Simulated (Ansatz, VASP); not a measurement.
This is a calculation of W (Tungsten) for Ansatz 0.2.0. 

Contents of input.yaml:

```yaml
crystal:
  lattice:
    - [-1.582345, 1.582345, 1.582345]
    - [1.582345, -1.582345, 1.582345]
    - [1.582345, 1.582345, -1.582345]
  atoms:
    - { symbol: W, position: [0.0, 0.0, 0.0] }
hamiltonian:
  xc: r2scan
  pseudopotentials: { kind: paw }
  dispersion: d3bj
kpoints:
  mp_grid: { grid: [12, 12, 12] }
scf:
  occupations: { method: fermi_dirac, width: 0.05 }
output:
  forces: true
  stress: true
relax:
  f_tol: 0.01
  max_steps: 40
  cell: { stress_tol: 0.05 }
```

Potentials or basis: Ansatz PAW.

Run with:

```bash
$ ansatz run input.yaml --threads 2 --pin off --max-ram 5120MiB --backend cpu --events-out ev --progress --plain --runs-dir out
```

**Question.** Translate it to VASP 6.6.1. Potentials or basis there: PBE PAW files W_sv, 600 eV.

**Answer.** As run (cutoffs and basis follow the program's own potentials, and thresholds, step limits or extra output files can differ):

Contents of INCAR:

```
SYSTEM = W
PREC = Accurate ; ENCUT = 600
EDIFF = 1E-6 ; ISMEAR = -1
SIGMA = 0.05 ; LREAL = .False.
LASPH = .True. ; NELM = 60
ALGO = Normal ; ISIF = 3
LWAVE = .False. ; LCHARG = .False.
METAGGA = R2SCAN ; LMIXTAU = .True.
IVDW = 12 ; VDW_S6 = 1.0
VDW_S8 = 0.78981345 ; VDW_A1 = 0.49484001
VDW_A2 = 5.73083694 ; IBRION = 2
NSW = 40 ; EDIFFG = -0.005
```

Contents of KPOINTS:

```
Automatic mesh
0
Gamma
  12 12 12
  0 0 0
```

POSCAR

```
W
1.0
   -1.5823450000      1.5823450000      1.5823450000
    1.5823450000     -1.5823450000      1.5823450000
    1.5823450000      1.5823450000     -1.5823450000
W
1
Direct
    0.0000000000      0.0000000000      0.0000000000
```

Potentials or basis: VASP PAW PBE potentials, release 64 (W_sv).

Run with:

```bash
$ cat potpaw_PBE.64/W_sv/POTCAR > POTCAR
$ mpirun -np 1 vasp_std > vasp.out
```

Both were run:

|  | Ansatz | VASP |
| --- | --- | --- |
| Relaxed volume | 15.76 Å³/atom | 15.82 Å³/atom |
| Relaxed cell | a = 2.736 Å, b = 2.736 Å, c = 2.736 Å, α = 109.47°, β = 109.47°, γ = 109.47° | a = 2.739 Å, b = 2.739 Å, c = 2.739 Å, α = 109.47°, β = 109.47°, γ = 109.47° |
| Space group after relaxing | Im-3m (No. 229) | Im-3m (No. 229) |
| Pressure after relaxing | 0.0 GPa | 0.0 GPa |

Ansatz's pressure holds a Pulay term of +0.09 GPa for its cutoff of 500 eV, which the other run lacks.

Ansatz's potentials were made for PBE. VASP's potentials were made for PBE.

Where Ansatz's input types no cutoff or centring, it takes its own default and a Γ-centred mesh.

Pressure is positive in compression.
